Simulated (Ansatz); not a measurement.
# Ni3Ge: how the energy converges with the cutoff

Ni3Ge, Pm-3m, a = 3.530 Å. The structure is a Materials Project entry; whether it is the stable form wasn't checked. Ansatz: PBEsol, PAW, cutoff varied, Γ-centred 12×12×12 mesh on 4 atoms, Gaussian smearing 0.10 eV; no spin polarisation. Single points at one geometry, the cutoff alone changed; ΔE is the energy at zero smearing over the run at 850 eV (runs within 0.3 meV/atom of it are left out). The runs up to 380 eV lie under the cutoff recommended for these PAW datasets.

| cutoff (eV) | ΔE (meV/atom) |
| --- | --- |
| 150 | 80017.72 |
| 200 | 13362.50 |
| 250 | 2216.67 |
| 300 | 258.22 |
| 350 | 17.74 |
| 380 | 4.00 |
| 420 | 2.29 |
| 460 | 1.58 |
| 520 | 0.78 |
| 600 | ? |

Q: Assume ΔE falls exponentially with the cutoff, fit y = ln ΔE against x, the cutoff in eV, to the other rows, and predict the missing value.

A: y = 11.290, 9.500, 7.704, 5.554, 2.876, 1.386, 0.829, 0.457, -0.248. Means x = 336.7, y = 4.3720; Σ(Δx)² = 120200, ΣΔxΔy = -4099; the slope is their ratio. y = 15.85 − 0.03410 x, a factor of ten per 68 eV. At 600 eV this gives ΔE = 0.01 meV/atom. The run gave 0.49, a ratio of 0.02. Between neighbouring rows the decay runs from a factor of ten per 43 eV to one per 396 eV, so one exponential is only a rough guide. The fast fall gives way to a slow tail, so a fit to low cutoffs promises convergence too early.

Cost: 12 runs of about 2.2 core-minutes in all, on Intel Xeon Platinum 8259CL (Skylake/Cascade Lake) (shared hosts).